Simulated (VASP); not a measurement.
# Ge (I4_1/amd) in VASP: a series of runs

The runs below take Ge through single point, with PBE.

Program: VASP 6.6.1. These are calculated values, not measurements. Logs are shortened: lines on timing, memory, paths and dates and some standing lists are left out, and cuts for length are marked.

**1. The crystal as given**

It takes space group I4_1/amd (No. 141, tetragonal). Conventional cell: a = 5.149 Å, b = 5.149 Å, c = 2.795 Å, α = 90.00°, β = 90.00°, γ = 90.00°. Ge (site symmetry -4m2) is surrounded by 6 Ge at 2.67 to 2.79 Å.

This isn't the form of Ge at room conditions, which is diamond.

**2. Single point, PBE**

Input file INCAR:

```
PREC = Accurate
ENCUT = 500
EDIFF = 1E-7
ISMEAR = 0
SIGMA = 0.05
LREAL = F
LASPH = T
NELM = 100
ALGO = Normal
ISIF = 2
LWAVE = F
LCHARG = F
GGA = PE
NBANDS = 21
ADDGRID = F
```

Input file KPOINTS:

```
regular mesh
0
Gamma
  9 9 9
```

Input file POSCAR:

```
Ge
1.0
   -2.5744897190      2.5744897190      1.3974126432
    2.5744897190     -2.5744897190      1.3974126432
    2.5744897190      2.5744897190     -1.3974126432
Ge
2
Direct
    0.5147880000      0.5105290000      0.0041050000
    0.2603220000      0.7562090000      0.5249690000
```

Potentials or basis: VASP PAW PBE potentials, release 64 (Ge_d).

Launch:

```console
cat potpaw_PBE.64/Ge_d/POTCAR > POTCAR
mpirun -np 1 vasp_std > vasp.out
```

OUTCAR:

```text
PREC = Accurate
   ENCUT = 500
   EDIFF = 1E-7
   ISMEAR = 0
   LREAL = F
   LASPH = T
   NELM = 100
   ISIF = 2
   GGA = PE

 Found    365 irreducible k-points:

 Following reciprocal coordinates:
            Coordinates               Weight
  0.000000  0.000000  0.000000      1.000000
  0.111111  0.000000  0.000000      2.000000
  0.111111  0.000000 -0.111111      2.000000
  0.000000  0.111111 -0.111111      2.000000
  0.000000  0.111111  0.000000      2.000000
  0.222222  0.000000 -0.000000      2.000000
   k-points           NKPTS =    365   k-points in BZ     NKDIM =    365   number of bands    NBANDS=     21
   number of dos      NEDOS =    301   number of ions     NIONS =      2
   total plane-waves  NPLWV =  21952
   dimension x,y,z NGX =    28 NGY =   28 NGZ =   28
   dimension x,y,z NGXF=    56 NGYF=   56 NGZF=   56
   ions per type =               2
   NGX,Y,Z   is equivalent  to a cutoff of  11.94, 11.94, 11.94 a.u.
   NGXF,Y,Z  is equivalent  to a cutoff of  23.87, 23.87, 23.87 a.u.
 SYSTEM =  unknown system
   PREC   = accura    normal or accurate (medium, high low for compatibility)
   ISTART =      0    job   : 0-new  1-cont  2-samecut
   ICHARG =      2    charge: 1-file 2-atom 10-const
   ISPIN  =      1    spin polarized calculation?
   LNONCOLLINEAR =      F non collinear calculations
   LSORBIT =      F    spin-orbit coupling
   LASPH  =      T    aspherical Exc in radial PAW
   ENCUT  =  500.0 eV  36.75 Ry    6.06 a.u.   7.11  7.11  7.11*2*pi/ulx,y,z
   NELM   =    100;   NELMIN=  2; NELMDL= -5     # of ELM steps
   EDIFF  = 0.1E-06   stopping-criterion for ELM
   LREAL  =      F    real-space projection
   EDIFFG = 0.1E-05   stopping-criterion for IOM
   NSW    =      0    number of steps for IOM
   IBRION =     -1    ionic relax: 0-MD 1-quasi-New 2-CG
   NFREE  =      0    steps in history (QN), initial steepest desc. (CG)
   ISIF   =      2    stress and relaxation
   ISYM   =      2    0-nonsym 1-usesym 2-fastsym
   POTIM  = 0.5000    time-step for ionic-motion
   TEBEG  =    0.0;   TEEND  =   0.0 temperature during run
   PSTRESS=    0.0 pullay stress
   NELECT =      28.0000    total number of electrons
   NUPDOWN=      -1.0000    fix difference up-down
   EMIN   =  10.00;   EMAX   =-10.00  energy-range for DOS
   EFERMI =   0.00;   METHOD = LEGACY
   ISMEAR =     0;   SIGMA  =   0.05  broadening in eV -4-tet -1-fermi 0-gaus
   EFERMI_NEDOS =   21; number of points for ismear=-14 and -15
   IALGO  =     38    algorithm
   IMIX   =      4    mixing-type and parameters
     AMIX     =   0.40;   BMIX     =  1.00
     AMIX_MAG =   1.60;   BMIX_MAG =  1.00
  volume/ion in A,a.u.               =      18.52       125.01
  Fermi-wavevector in a.u.,A,eV,Ry     =   1.491209  2.817976 30.255333  2.223704
  Thomas-Fermi vector in A             =   2.603893
   LORBIT       =      0    0 simple, 1 ext, 2 COOP (PROOUT), +10 PAW based schemes
   GGA     = PE    functional components
   LHFCALC =     F    Hartree Fock is set to
   AEXX    =    0.0000 exact exchange contribution
   IVDW    =     0    specifies the selected vdW correction
   LEPSILON=     F    determine dielectric tensor
   LRPA    =     F    only Hartree local field effects (RPA)
 non-spin polarized calculation
 Gauss-broadening in eV      SIGMA  =   0.05
  energy-cutoff  :      500.00
  volume of cell :       37.05
 maximum number of plane-waves:       955
   NGX = 15   NGY = 15   NGZ = 15

 number of electron      27.9999999 magnetization

 Free energy of the ion-electron system (eV)
  ---------------------------------------------------
  ext. energy  EPLUGINS =         0.00000000
  ---------------------------------------------------
  free energy    TOTEN  =        -8.53835219 eV

  energy without entropy =       -8.53741018  energy(sigma->0) =       -8.53788119

 E-fermi :   6.8236     XC(G=0): -11.3178

 val. band max:        6.8024659313   @ k =  -0.4444   0.4444   0.0000
 cond. band min:       6.8313602653   @ k =  -0.1111  -0.2222   0.0000
 fundamental gap:      0.0288943340
 Fermi energy:         6.8235828092

 k-point     1 :       0.0000    0.0000    0.0000
  band No.  band energies     occupation
      1     -17.9604      2.00000
      2     -17.9176      2.00000
      3     -17.8855      2.00000
      4     -17.8832      2.00000
      5     -17.7843      2.00000
      6     -17.7765      2.00000
      7     -17.7715      2.00000
      8     -17.7683      2.00000
      9     -17.7075      2.00000
     10     -17.6398      2.00000
     11      -6.5162      2.00000
     12       2.7397      2.00000
     13       4.4352      2.00000
     14       4.4875      2.00000
     15      10.0510      0.00000
     16      14.3722      0.00000
     17      14.4841      0.00000
     18      14.9501      0.00000
     19      15.1702      0.00000
     20      18.3559      0.00000
     21      19.3161      0.00000

 k-point     2 :       0.1111    0.0000    0.0000
  band No.  band energies     occupation
      1     -17.9555      2.00000
      2     -17.9023      2.00000
      3     -17.8774      2.00000
      4     -17.8660      2.00000
      5     -17.7935      2.00000
      6     -17.7861      2.00000
      7     -17.7745      2.00000
      8     -17.7712      2.00000
      9     -17.7102      2.00000
     10     -17.6446      2.00000
     11      -6.2150      2.00000
     12       2.3513      2.00000
     13       4.4859      2.00000
     14       5.3834      2.00000
     15      10.6011      0.00000
     16      12.5210      0.00000
     17      12.9721      0.00000
     18      13.8695      0.00000
     19      14.2729      0.00000
     20      17.9752      0.00000
     21      18.4984      0.00000

 k-point     3 :       0.1111    0.0000   -0.1111
  band No.  band energies     occupation
      1     -17.9561      2.00000
      2     -17.9025      2.00000
      3     -17.8775      2.00000
      4     -17.8663      2.00000
      5     -17.7916      2.00000
      6     -17.7882      2.00000
      7     -17.7737      2.00000
      8     -17.7710      2.00000
      9     -17.7100      2.00000
     10     -17.6443      2.00000
     11      -6.2151      2.00000
     12       2.3635      2.00000
     13       4.4387      2.00000
     14       5.4211      2.00000
     15      10.5972      0.00000
     16      12.4878      0.00000
     17      12.9748      0.00000
     18      13.7945      0.00000
     19      14.4237      0.00000
     20      17.9734      0.00000
     21      18.4050      0.00000

 k-point     4 :       0.0000    0.1111   -0.1111
  band No.  band energies     occupation
      1     -17.9552      2.00000
      2     -17.9015      2.00000
      3     -17.8770      2.00000
      4     -17.8664      2.00000
      5     -17.7934      2.00000
      6     -17.7878      2.00000
      7     -17.7731      2.00000
      8     -17.7702      2.00000
      9     -17.7108      2.00000
     10     -17.6459      2.00000
     11      -6.2142      2.00000
     12       2.3458      2.00000
     13       4.4808      2.00000
     14       5.3874      2.00000
     15      10.6219      0.00000
     16      12.4969      0.00000
     17      13.0174      0.00000
     18      13.8561      0.00000
     19      14.2572      0.00000
     20      17.9371      0.00000
     21      18.5008      0.00000

 k-point     5 :       0.0000    0.1111    0.0000
  band No.  band energies     occupation
      1     -17.9557      2.00000
      2     -17.9016      2.00000
      3     -17.8772      2.00000
      4     -17.8668      2.00000
      5     -17.7933      2.00000
      6     -17.7887      2.00000
      7     -17.7713      2.00000
      8     -17.7704      2.00000
      9     -17.7107      2.00000
     10     -17.6457      2.00000
     11      -6.2143      2.00000
     12       2.3580      2.00000
     13       4.4337      2.00000
     14       5.4251      2.00000
     15      10.6174      0.00000
     16      12.4640      0.00000
     17      13.0217      0.00000
     18      13.7808      0.00000
     19      14.4073      0.00000
     20      17.9330      0.00000
     21      18.4076      0.00000

 k-point     6 :       0.2222    0.0000   -0.0000
  band No.  band energies     occupation
      1     -17.9417      2.00000
      2     -17.8699      2.00000
      3     -17.8617      2.00000
      4     -17.8296      2.00000
      5     -17.8146      2.00000
      6     -17.7938      2.00000
      7     -17.7860      2.00000
      8     -17.7747      2.00000
      9     -17.7176      2.00000
     10     -17.6566      2.00000
     11      -5.3136      2.00000
     12       2.0504      2.00000
     13       4.6063      2.00000
     14       7.1923      0.00000
     15       8.8275      0.00000
     16      10.0239      0.00000
     17      11.8005      0.00000
     18      12.4975      0.00000
     19      13.3942      0.00000
     20      16.0138      0.00000
     21      17.5300      0.00000

 [... further k-points ...]
[... 5 lines left out ...]
  --------------------------------------------------------------------------------------
  -------------------------------------------------------------------------------------
  Total        0.6028092      0.8327719      0.7357616     -0.0298507     -0.0623937      0.0734949
  in kB       26.0689462     36.0138603     31.8185727     -1.2909163     -2.6982640      3.1783423
  external PRESSURE =      31.3004597 kB  Pullay stress =       0.0000000 kB

 VOLUME and BASIS-vectors are now :
 -----------------------------------------------------------------------------
  energy-cutoff  :      500.00
  volume of cell :       37.05
      direct lattice vectors                 reciprocal lattice vectors
    -2.574489719  2.574489719  1.397412643     0.000000000  0.194213244  0.357804119
     2.574489719 -2.574489719  1.397412643     0.194213244  0.000000000  0.357804119
     2.574489719  2.574489719 -1.397412643     0.194213244  0.194213244  0.000000000

 POSITION                                       TOTAL-FORCE (eV/Angst)
 -----------------------------------------------------------------------------------
     -0.00040      0.02153      1.42705         0.183535      0.225961     -0.029200
      2.62818      0.07487      0.68691        -0.183535     -0.225961      0.029200
 -----------------------------------------------------------------------------------
    total drift:                               -0.000042      0.000222      0.000008

  FREE ENERGIE OF THE ION-ELECTRON SYSTEM (eV)
  ---------------------------------------------------
  free  energy   TOTEN  =        -8.5383521888 eV

  energy  without entropy=       -8.5374101826  energy(sigma->0) =       -8.53788119
```

Run time: 80 s. Hardware: 1 thread of Intel Xeon 6975P-C (Granite Rapids), shared host; peak memory 0.31 GiB.

These settings aren't checked as converged: the numbers below hold their error.

Results:

- Free energy: -8.5384 eV
- Pressure: 3.1 GPa
- Largest force: 0.293 eV/Å
- Band gap on the k mesh: none (metal or under the smearing width)

(Continued in part 2 of 2.)
